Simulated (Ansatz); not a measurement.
**WC: equation of state with LDA**

Crystal: WC.

```xyz
2
Lattice="0.0000 2.1927 2.1927 2.1927 0.0000 2.1927 2.1927 2.1927 0.0000" Properties=species:S:1:pos:R:3 pbc="T T T"
W     0.0000    0.0000    0.0000
C     2.1927    2.1927    2.1927
```

Measurements of this composition are mostly on another form, of space group No. 187.

| Item | Value |
| --- | --- |
| Program | Ansatz 0.2.0 |
| Task | equation of state |
| Functional | LDA |
| Potentials or basis | Ansatz PAW |
| Cutoff | 420 eV |
| Density cutoff | 1680 eV |
| k mesh | 10 × 10 × 10 |
| Occupations | fermi-dirac, width 0.05 eV |
| Spin | no spin polarisation |

- Equilibrium volume: 10.09 Å³/atom
- Bulk modulus: 406 GPa
- Pressure derivative of the bulk modulus: 4.4

Energy against volume, from the lowest point:
```
volume (Å³/atom)  energy (meV/atom)
           9.910               4.17
          10.120               0.00
          10.331               6.82
          10.542              23.46
          10.753              48.94
          10.964              82.22
          11.175             122.58
```

All runs of the series together: 5.1 s on 2 threads of Arm Neoverse V2 (shared host).

The run has no spin-orbit coupling, so splittings on W are missing.
